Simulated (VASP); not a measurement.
# CoO (Fm-3m) in VASP: notebook

One crystal, CoO, is run at these levels: r2SCAN; tasks: relaxation of cell and atoms.

Everything below comes from runs of VASP 6.6.1. Logs are shortened: lines on timing, memory, paths and dates and some standing lists are left out, and cuts for length are marked.

### Step 1. Starting point

It takes space group Fm-3m (No. 225, cubic). Conventional cell: a = 4.263 Å, b = 4.263 Å, c = 4.263 Å, α = 90.00°, β = 90.00°, γ = 90.00°. Co (site symmetry m-3m) has 6 O at 2.13 Å as nearest neighbours. Around O (site symmetry m-3m) lie 6 Co at 2.13 Å.

### Step 2. Relaxation of cell and atoms, r2SCAN, collinear spin, ferromagnetic start

Contents of INCAR:

```
SYSTEM = CoO
PREC = Accurate
ENCUT = 600
EDIFF = 1E-6
ISMEAR = 0
SIGMA = 0.03
LREAL = .FALSE.
LASPH = .TRUE.
NELM = 150
ALGO = Normal
ISIF = 3
LWAVE = .FALSE.
LCHARG = .FALSE.
ISPIN = 2
MAGMOM = 3 0
LORBIT = 11
LMAXMIX = 4
METAGGA = R2SCAN
LMIXTAU = .TRUE.
IBRION = 2
NSW = 90
EDIFFG = -0.01
AMIX = 0.2
BMIX = 1E-4
AMIX_MAG = 0.8
BMIX_MAG = 1E-4
```

Contents of KPOINTS:

```
Automatic mesh
0
G
  12 12 12
  0 0 0
```

Contents of POSCAR:

```
CoO
1.0
    0.0000000000      2.1315000000      2.1315000000
    2.1315000000      0.0000000000      2.1315000000
    2.1315000000      2.1315000000      0.0000000000
Co O
1 1
Direct
    0.0000000000      0.0000000000      0.0000000000
    0.5000000000      0.5000000000      0.5000000000
```

Potentials or basis: VASP PAW PBE potentials, release 64 (Co, O).

Started as:

```console
$ cat potpaw_PBE.64/Co/POTCAR potpaw_PBE.64/O/POTCAR > POTCAR
$ mpirun -np 1 vasp_std > vasp.out
```

OUTCAR:

```text
SYSTEM = CoO
   PREC = Accurate
   ENCUT = 600
   EDIFF = 1E-6
   ISMEAR = 0
   LREAL = .FALSE.
   LASPH = .TRUE.
   NELM = 150
   ISIF = 3
   ISPIN = 2
   LORBIT = 11
   METAGGA = R2SCAN
   IBRION = 2
   NSW = 90
   EDIFFG = -0.01
   AMIX = 0.2
   AMIX_MAG = 0.8

 ion  position               nearest neighbor table
   1  0.000  0.000  0.000-   2 2.13   2 2.13   2 2.13   2 2.13   2 2.13   2 2.13
   2  0.500  0.500  0.500-   1 2.13   1 2.13   1 2.13   1 2.13   1 2.13   1 2.13

  LATTYP: Found a face centered cubic cell.
 ALAT       =     4.2630000000

  Lattice vectors:

 A1 = (   0.0000000000,   2.1315000000,   2.1315000000)
 A2 = (   2.1315000000,   0.0000000000,   2.1315000000)
 A3 = (   2.1315000000,   2.1315000000,   0.0000000000)

Analysis of symmetry for initial positions (statically):
=====================================================================
 Subroutine PRICEL returns:
 Original cell was already a primitive cell.

 Routine SETGRP: Setting up the symmetry group for a
 face centered cubic supercell.

 Subroutine GETGRP returns: Found 48 space group operations
 (whereof 48 operations were pure point group operations)
 out of a pool of 48 trial point group operations.

The static configuration has the point symmetry O_h .

Analysis of symmetry for dynamics (positions and initial velocities):
=====================================================================
 Subroutine PRICEL returns:
 Original cell was already a primitive cell.

 Routine SETGRP: Setting up the symmetry group for a
 face centered cubic supercell.

 Subroutine GETGRP returns: Found 48 space group operations
 (whereof 48 operations were pure point group operations)
 out of a pool of 48 trial point group operations.

The dynamic configuration has the point symmetry O_h .

Analysis of structural, dynamic, and magnetic symmetry:
=====================================================================
 Subroutine PRICEL returns:
 Original cell was already a primitive cell.

 Routine SETGRP: Setting up the symmetry group for a
 face centered cubic supercell.

 Subroutine GETGRP returns: Found 48 space group operations
 (whereof 48 operations were pure point group operations)
 out of a pool of 48 trial point group operations.

The overall configuration has the point symmetry O_h .

 Subroutine INISYM returns: Found 48 space group operations
 (whereof 48 operations are pure point group operations),
 and found     1 'primitive' translations

----------------------------------------------------------------------------------------
[... 125 lines left out ...]
 spin polarized calculation
 Gauss-broadening in eV      SIGMA  =   0.03
  energy-cutoff  :      600.00
  volume of cell :       19.37
 maximum number of plane-waves:       661
   NGX = 13   NGY = 13   NGZ = 13

--------------------------------------- Ionic step        1  -------------------------------------------

 number of electron      15.0000007 magnetization       3.0000024

 Free energy of the ion-electron system (eV)
  ---------------------------------------------------
  ext. energy  EPLUGINS =         0.00000000
  ---------------------------------------------------
  free energy    TOTEN  =       -21.05075439 eV

  energy without entropy =      -21.04889646  energy(sigma->0) =      -21.04982542

------------------------ aborting loop because EDIFF is reached ----------------------------------------

  FORCE on cell =-STRESS in cart. coord.  units (eV):
  Direction    XX          YY          ZZ          XY          YZ          ZX
  --------------------------------------------------------------------------------------
  -------------------------------------------------------------------------------------
  Total       -0.9526718     -0.9526718     -0.9526718     -0.0000000     -0.0000000      0.0000000
  in kB      -78.8075609    -78.8075609    -78.8075609     -0.0000000     -0.0000000      0.0000000
  external PRESSURE =     -78.8075609 kB  Pullay stress =       0.0000000 kB
[... 59 lines left out ...]
--------------------------------------- Ionic step        3  -------------------------------------------

 number of electron      14.9999999 magnetization       2.9999999

 Free energy of the ion-electron system (eV)
  ---------------------------------------------------
  ext. energy  EPLUGINS =         0.00000000
  ---------------------------------------------------
  free energy    TOTEN  =       -21.07015658 eV

  energy without entropy =      -21.06844707  energy(sigma->0) =      -21.06930183

 E-fermi :   8.3224     XC(G=0): -13.3346

 val. band max:        8.3212237299   @ k =   0.5000   0.2500   0.0000
 cond. band min:       8.3277867571   @ k =   0.4167   0.1667   0.0833
 fundamental gap:      0.0065630271
 Fermi energy:         8.3223551321

 spin component 1

 k-point     1 :       0.0000    0.0000    0.0000
  band No.  band energies     occupation
      1     -13.2924      1.00000
      2       4.2460      1.00000
      3       4.2460      1.00000
      4       4.6219      1.00000
      5       4.6220      1.00000
      6       4.6220      1.00000
      7       4.8624      1.00000
      8       4.8624      1.00000
      9       4.8624      1.00000
     10       9.9069      0.00000
     11      25.9906      0.00000
     12      27.2600      0.00000
     13      27.2601      0.00000
[... 356 lines left out ...]
      2       0.0757      1.00000
      3       1.6369      1.00000
      4       1.6832      1.00000
      5       5.1764      1.00000
      6       5.3359      1.00000
      7       5.9036      1.00000
      8       6.9931      1.00000
      9       7.7768      1.00000
     10      15.4333      0.00000
     11      18.3395      0.00000
     12      20.8038      0.00000
     13      23.3648      0.00000

 [... further k-points ...]

 spin component 2

 k-point     1 :       0.0000    0.0000    0.0000
  band No.  band energies     occupation
      1     -12.7326      1.00000
      2       5.5936      1.00000
      3       5.5936      1.00000
      4       5.5936      1.00000
      5       7.1283      1.00000
      6       7.1283      1.00000
      7       7.1286      1.00000
      8       9.2851      0.00000
      9       9.2860      0.00000
     10      10.7121      0.00000
     11      26.3131      0.00000
     12      27.9739      0.00000
     13      27.9742      0.00000
[... 397 lines left out ...]
  FREE ENERGIE OF THE ION-ELECTRON SYSTEM (eV)
  ---------------------------------------------------
  free  energy   TOTEN  =       -21.0701565800 eV

  energy  without entropy=      -21.0684470708  energy(sigma->0) =      -21.06930183

 reached required accuracy - stopping structural energy minimisation

 total charge

# of ion       s       p       d       tot
------------------------------------------
    1        0.308   0.393   7.129   7.829
    2        1.553   3.498   0.000   5.051
--------------------------------------------------
tot          1.861   3.891   7.129  12.881

 magnetization (x)

# of ion       s       p       d       tot
------------------------------------------
    1        0.024   0.020   2.645   2.689
    2        0.030   0.264   0.000   0.294
--------------------------------------------------
tot          0.054   0.284   2.645   2.983
```

CONTCAR:

```text
CoO
   1.00000000000000
    -0.0000000000000000    2.1034721151827775    2.1034721151827775
     2.1034721151827775    0.0000000000000000    2.1034721151827775
     2.1034721151827775    2.1034721151827775    0.0000000000000000
  Co              O
     1     1
Direct
     0.0000000000000000    0.0000000000000000    0.0000000000000000
     0.5000000000000000    0.5000000000000000    0.5000000000000000

  0.00000000E+00  0.00000000E+00  0.00000000E+00
  0.00000000E+00  0.00000000E+00  0.00000000E+00
```

Wall time 1.9 min (1 thread of Intel Xeon 6975P-C (Granite Rapids), shared host); peak memory 0.19 GiB.

Results:

```
Free energy                                           : -21.0702 eV
Relaxed volume                                        : 9.31 Å³/atom
Relaxed cell                                          : a = 2.975 Å, b = 2.975 Å, c = 2.975 Å, α = 60.00°, β = 60.00°, γ = 60.00°
Space group after relaxing (to 0.05 Å)                : Fm-3m (No. 225)
Energy gained by relaxing                             : 9.7 meV/atom
Ionic steps                                           : 3
Pressure after relaxing                               : 0.0 GPa
Band gap on the k mesh                                : none (metal or under the smearing width)
Net moment                                            : 3.00 μB per cell
Site moments                                          : Co +2.69; O +0.29 μB
Valence electrons inside the program's atomic spheres : Co 7.83; O 5.05
```

The path:
```
step  energy change (eV)  largest force (eV/Å)  pressure (GPa)  volume (Å³)
   1              0.0000                0.0000           -7.88        19.37
   2             -0.0077                0.0000            7.01        18.06
   3             -0.0194                0.0000            0.01        18.61
```

Final structure:
```xyz
2
Lattice="0.0000 2.1035 2.1035 2.1035 0.0000 2.1035 2.1035 2.1035 0.0000" Properties=species:S:1:pos:R:3 pbc="T T T"
Co    0.0000    0.0000    0.0000
O     2.1035    2.1035    2.1035
```

Caveat: the PAW data sets were made with another functional, which shifts forces and pressure a little; a cell with one magnetic atom can't hold antiferromagnetic order, which such compounds often take; semilocal functionals often make such compounds metallic where correlation or magnetic order opens a gap, which also shifts bond lengths. With open d or f shells a metallic result of r2SCAN can be an artefact of self-interaction; +U or a hybrid may open a gap.

### Step 3. Relaxation of cell and atoms, r2SCAN, collinear spin, ferromagnetic start

This run uses another cell than the first one, of 9.31 Å³/atom, 0.961 times its volume.

INCAR, as its differences from that of step 2:

```diff
@@ -3,3 +3,3 @@
 ENCUT = 600
-EDIFF = 1E-6
+EDIFF = 1E-7
 ISMEAR = 0
@@ -21,3 +21,3 @@
 NSW = 90
-EDIFFG = -0.01
+EDIFFG = -0.005
 AMIX = 0.2
```

KPOINTS is that of step 2.

Contents of POSCAR:

```
CoO                                     
1.0
   -0.0000000000      2.1034721152      2.1034721152
    2.1034721152      0.0000000000      2.1034721152
    2.1034721152      2.1034721152      0.0000000000
  Co              O             
     1     1
Direct
     0.0000000000000000    0.0000000000000000    0.0000000000000000
     0.5000000000000000    0.5000000000000000    0.5000000000000000
```

Potentials or basis: VASP PAW PBE potentials, release 64 (Co, O).

Started as:

```console
$ cat potpaw_PBE.64/Co/POTCAR potpaw_PBE.64/O/POTCAR > POTCAR
$ mpirun -np 1 vasp_std > vasp.out
```

It took 54 s on 1 thread of Intel Xeon 6975P-C (Granite Rapids), shared host; peak memory 0.18 GiB.

Results (log left out):

* Free energy: -21.0679 eV
* Pressure after relaxing: 0.0 GPa
* Band gap on the k mesh: none (metal or under the smearing width)
* Net moment: 3.00 μB per cell
* Site moments: Co +2.69; O +0.29 μB
* Valence electrons inside the program's atomic spheres: Co 7.83; O 5.05

Final structure:
```xyz
2
Lattice="0.0000 2.1035 2.1035 2.1035 0.0000 2.1035 2.1035 2.1035 0.0000" Properties=species:S:1:pos:R:3 pbc="T T T"
Co    0.0000    0.0000    0.0000
O     2.1035    2.1035    2.1035
```

Levels at points of the mesh, in eV from the Fermi level:
Spin up:
```
           k point  band 6  band 7  band 8  band 9  band 10  band 11  band 12  band 13
(0.00, 0.00, 0.00)   -3.70   -3.46   -3.46   -3.46     1.58    17.67    18.94    18.94
(0.50, 0.00, 0.00)   -3.00   -2.33   -0.26   -0.26     5.65    10.36    14.35    14.35
(0.50, 0.50, 0.00)   -3.73   -3.16   -2.69   -2.69     6.60    10.80    12.17    17.09
```
Spin down:
```tsv
k point	band 2	band 3	band 4	band 5	band 6	band 7	band 8	band 9	band 10	band 11
(0.00, 0.00, 0.00)	-2.73	-2.73	-2.73	-1.19	-1.19	-1.19	0.96	0.96	2.39	17.99
(0.50, 0.00, 0.00)	-8.06	-4.85	-4.85	-0.12	-0.12	0.21	3.74	3.75	6.12	11.53
(0.50, 0.50, 0.00)	-6.82	-4.10	-4.10	-2.35	0.10	0.10	1.51	2.05	7.71	11.61
```

Caveat: the relaxation stopped at its first step, so nothing moved; the PAW data sets were made with another functional, which shifts forces and pressure a little; a cell with one magnetic atom can't hold antiferromagnetic order, which such compounds often take; semilocal functionals often make such compounds metallic where correlation or magnetic order opens a gap, which also shifts bond lengths.
